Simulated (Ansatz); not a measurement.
**KBr: electron density at the nuclei under pressure**

```
K Br
1.0
     0.00000    3.71469    3.71469
     3.71469    0.00000    3.71469
     3.71469    3.71469    0.00000
K Br
1 1
Direct
  0.00000 0.00000 0.00000
  0.25000 0.25000 0.25000
```

Atom numbers follow the list: K1, Br2.

The cell was built from the zincblende type and relaxed in the same program, and has space group F-43m; it needn't be a known or the stable phase.

All numbers below come from Ansatz 0.2.0, DFT, PBE, all-electron PAW with datasets made for the crystal, scalar-relativistic.

Numerical set-up: a Γ-centred 11×11×11 k mesh, Fermi–Dirac smearing of 0.08 eV, cutoff 200 eV (chosen by the program for this cell), no spin polarisation.

The contact density is the mean electron density over the nuclear volume; its changes follow the s electrons' response to bonding and compression. Changes below are taken from the unscaled cell, where it is 34807.5 e/Å³ at K1, 293310 e/Å³ at Br2.

The datasets are made afresh for each cell, so very small changes are uncertain.

**Question.** Does compression raise or lower the contact density at K1?

**Answer.** It raises it, by 0.30 e/Å³ over the whole range.

**Question.** Tabulate the changes with volume.

**Answer.** 
```json
{"V/V(cell)": "0.9500", "P (GPa)": "0.6", "Δρ(0) K1 (e/Å³)": "0.16", "Δρ(0) Br2 (e/Å³)": "-0.26"}
{"V/V(cell)": "1.0000", "P (GPa)": "0.0", "Δρ(0) K1 (e/Å³)": "0.00", "Δρ(0) Br2 (e/Å³)": "0.00"}
{"V/V(cell)": "1.0500", "P (GPa)": "-0.4", "Δρ(0) K1 (e/Å³)": "-0.14", "Δρ(0) Br2 (e/Å³)": "0.26"}
```
